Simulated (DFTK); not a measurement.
## SiC (Moissanite 3C) under changes of volume

One of the cells (10.346 Å³/atom); the others are scaled copies at fixed shape and fractional positions:

```
CELL_PARAMETERS angstrom
0.00000 2.17900 2.17900
2.17900 0.00000 2.17900
2.17900 2.17900 0.00000
ATOMIC_POSITIONS crystal
Si 0.00000 0.00000 0.00000
C 0.75000 0.75000 0.75000
```

```yaml
Program: DFTK 0.8.2
Functional: PBEsol
Potentials_or_basis: dojo.nc.sr.pbesol.v0_4_1.standard.upf (PBEsol)
Cutoff: 1116 eV
k_mesh: 10 × 10 × 10
Occupations: fermi-dirac, width 0.05 eV
Spin: no spin polarisation
```

```tsv
volume (Å³/atom)	energy over the lowest point (meV/atom)	pressure (GPa)	gap on the mesh (eV)
9.725	28.04	15.2	1.18
9.932	11.98	9.6	1.20
10.139	2.85	4.5	1.22
10.346	0.00	-0.1	1.24
10.553	2.84	-4.3	1.26
10.760	10.86	-8.1	1.27
10.967	?	?	?
```

Problem. What does the run at 10.967 Å³/atom give?

Solution. Energy over the lowest point 23.55 meV/atom; pressure -11.6 GPa; gap on the mesh 1.29 eV.

Worked out: A Birch-Murnaghan fit of order 3 (a polynomial in V^(-2/3)) to the other rows has its minimum at 10.34 Å³/atom with B0 = V·E''(V) = 220 GPa and B' = 3.9. It gives 23.57 meV/atom at 10.967 Å³/atom, against the run's 23.55, and -dE/dV = -11.5 GPa, against -11.6. A straight line through the other rows of the gap, of slope 0.919 eV per unit of ln V, extrapolates to 1.29 eV, against the run's 1.29.

Energies are extrapolated to zero smearing.

A mesh can miss the band edges.
